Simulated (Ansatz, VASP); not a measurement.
## AlN in VASP and in Ansatz

The input INCAR:

```
  PREC = Accurate
  ENCUT = 520
  EDIFF = 1E-6
  ISMEAR = 0
  SIGMA = 0.02
  LREAL = False
  LASPH = True
  NELM = 100
  ALGO = Normal
  ISIF = 2
  LWAVE = False
  LCHARG = True
  GGA = PS
  LELF = True
  LVHAR = True
  NBANDS = 11
```

File KPOINTS:

```
Automatic mesh
0
Gamma
  10 10 10
```

The input POSCAR:

```
AlN
1.0
    0.0000000000      2.1757162240      2.1757162240
    2.1757162240      0.0000000000      2.1757162240
    2.1757162240      2.1757162240      0.0000000000
Al N
1 1
Direct
    0.0000000000      0.0000000000      0.0000000000
    0.7500000000      0.7500000000      0.7500000000
```

Input for Ansatz:

```yaml
crystal:
  lattice:
    - [0.0, 2.175716224, 2.175716224]
    - [2.175716224, 0.0, 2.175716224]
    - [2.175716224, 2.175716224, 0.0]
  atoms:
    - { symbol: Al, position: [0.0, 0.0, 0.0] }
    - { symbol: "N", position: [0.75, 0.75, 0.75] }
basis:
  ecutwfc: 420
kpoints:
  mp_grid: { grid: [10, 10, 10] }
hamiltonian:
  xc: pbesol
scf:
  occupations: { method: gaussian, width: 0.02 }
output:
  forces: true
  stress: true
  eigenvalues: true
```

Alike in both runs: task single point; functional PBEsol; k mesh 10 × 10 × 10; occupations gaussian, width 0.02 eV; no spin polarisation.

|  | VASP | Ansatz |
| --- | --- | --- |
| version | VASP 6.6.1 | Ansatz 0.2.0 |
| potentials or method | VASP PAW PBE potentials, release 64 (Al, N) | scalar-relativistic, plane waves, PAW |
| plane-wave cutoff (eV) | 520 | 420 |
| valence electrons in the cell | 8 | 8 |

Ansatz gave:

- gap on the k mesh at the Fermi level (eV): 3.20
- least direct gap on the mesh (eV): 4.22
- pressure (GPa): 3.7

**Question.** Estimate VASP's values.

**Answer.** gap on the k mesh at the Fermi level (eV): 3.19; least direct gap on the mesh (eV): 4.23; pressure (GPa): 3.7.

The functional is the same, so the differences come from potentials, cutoffs and numerics.

Caveats: the PAW data sets were made with another functional, which shifts forces and pressure a little (VASP). A k mesh can miss the band edges.
